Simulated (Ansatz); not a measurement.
Kick test of a cell of Al₅GaAs₆

It was reached by relaxing an invented guess, and it needn't be the stable form of this composition.

These are results of DFT PBE, scalar-relativistic, plane waves, PAW (Ansatz), not measurements. Cutoff 420 eV; k points 8×8×2 on the computed 12-atom cell (Γ-centred); Gaussian smearing, width 0.02 eV; no spin polarisation.

The cell below (12 atoms, space group P-4m2 (No. 115)) is relaxed within its symmetry.

```
Al Ga As
1.0
     4.05415    0.00000    0.00000
     0.00000    4.05415    0.00000
     0.00000    0.00000   17.18171
Al Ga As
5 1 6
Direct
  0.00000 0.00000 0.66689
  0.50000 0.50000 0.83346
  0.00000 0.00000 0.00000
  0.50000 0.50000 0.16654
  0.00000 0.00000 0.33311
  0.50000 0.50000 0.50000
  0.50000 0.00000 0.91673
  0.00000 0.50000 0.08327
  0.50000 0.00000 0.24983
  0.00000 0.50000 0.41605
  0.50000 0.00000 0.58395
  0.00000 0.50000 0.75017
```

For the test it was strained at random (σ = 1.5 % a component), the atoms were moved at random (σ = 0.15 Å), and all was relaxed again on a coarse 4×4×1 mesh (in the run’s order of axes) with 0.10 eV smearing, with no symmetry imposed.

Task: Does it come back?

Result: It returns, within 1 meV/atom of the unmoved cell on that mesh and with the same symmetry when read at 0.1 Å. No instability shows in this cell; modes of other wave vectors, which need another repeat, aren't tested.
